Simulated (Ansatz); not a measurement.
# AlN (P3m1) at 2 levels of theory

One geometry, relaxed with PBE; plane waves with PAW potentials in Ansatz, scalar-relativistic. No spin polarisation. Gaps are the least over mesh and band path; pressure is positive in compression.

```
CELL_PARAMETERS angstrom
3.12055 0.00000 0.00000
-1.56027 2.70247 0.00000
0.00000 0.00000 20.22327
ATOMIC_POSITIONS crystal
Al 0.33333 0.66667 0.82754
Al 0.00000 0.00000 0.70199
Al 0.66667 0.33333 0.32854
Al 0.66667 0.33333 0.57749
Al 0.00000 0.00000 0.45300
Al 0.33333 0.66667 0.07750
Al 0.00000 0.00000 0.20305
Al 0.66667 0.33333 0.95303
N 0.66667 0.33333 0.04723
N 0.66667 0.33333 0.67170
N 0.33333 0.66667 0.92226
N 0.00000 0.00000 0.29777
N 0.00000 0.00000 0.79673
N 0.00000 0.00000 0.54720
N 0.33333 0.66667 0.17224
N 0.66667 0.33333 0.42273
```

| level | cutoff (eV) | k mesh | gap (eV) | pressure (GPa) |
| --- | --- | --- | --- | --- |
| PBE | 420 | 12×12×2 | 3.80 | 0.0 |

What comes out on the same cell with r2SCAN?

| level | cutoff (eV) | k mesh | gap (eV) | pressure (GPa) |
| --- | --- | --- | --- | --- |
| r2SCAN | 500 | 12×12×2 | 4.41 | -4.6 |

It was reached by relaxing an invented guess, and it needn't be the stable form of this composition.
